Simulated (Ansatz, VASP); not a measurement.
MgO: VASP beside Ansatz

```
Mg O
1.0
     0.00000    2.17125    2.17125
     2.17125    0.00000    2.17125
     2.17125    2.17125    0.00000
Mg O
1 1
Direct
  0.00000 0.00000 0.00000
  0.50000 0.50000 0.50000
```

Alike in both runs: task single point; functional PBE; k mesh 9 × 9 × 9; occupations fermi-dirac, width 0.02 eV; no spin polarisation.

|  | VASP | Ansatz |
| --- | --- | --- |
| version | VASP 6.6.1 | Ansatz 0.2.0 |
| potentials or method | VASP PAW PBE potentials, release 64 (Mg, O) | PAW, plane waves, scalar-relativistic |
| plane-wave cutoff (eV) | 520 | 420 |
| valence electrons in the cell | 8 | 16 |

|  | VASP | Ansatz | Ansatz less VASP |
| --- | --- | --- | --- |
| pressure (GPa) | -8.9 | -8.1 | +0.74 |

The two sets of potentials don't hold the same shells in valence.
